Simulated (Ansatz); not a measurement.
**Sr under strain**

All numbers below come from DFT r2SCAN, scalar-relativistic, plane waves, PAW (Ansatz). Run with 500 eV cutoff, 10×10×10 k-mesh, Gaussian smearing of 0.10 eV, no spin polarisation.

The relaxed crystal:

```
CELL_PARAMETERS angstrom
4.80960 0.00000 0.00000
0.00000 4.80960 0.00000
0.00000 0.00000 4.80960
ATOMIC_POSITIONS crystal
Sr 0.00000 0.00000 0.00000
Sr 0.50000 0.50000 0.50000
```

Deformation: c alone is stretched, the rest of the cell is held and the atoms relax, all within the symmetry that the strain leaves. Energies are extrapolated to zero smearing.

| strain (%) | ΔE (meV/atom) | a (Å) | b (Å) | c (Å) |
| --- | --- | --- | --- | --- |
| -4.5 | 4.5 | 4.810 | 4.810 | 4.593 |
| -3.0 | 1.7 | 4.810 | 4.810 | 4.665 |
| -1.5 | 0.3 | 4.810 | 4.810 | 4.737 |
| +0.0 | 0.0 | 4.810 | 4.810 | 4.810 |
| +1.5 | 0.4 | 4.810 | 4.810 | 4.882 |
| +3.0 | 1.4 | 4.810 | 4.810 | 4.954 |
| +4.5 | 2.7 | 4.810 | 4.810 | 5.026 |

Q: What stiffness (1/V) d²E/dε² at zero strain does a cubic fit over all points give?

A: A cubic fit gives (1/V) d²E/dε² = 10 GPa at zero strain (the elastic constant along c at held a and b).

This bcc form isn't the element's structure at ambient conditions.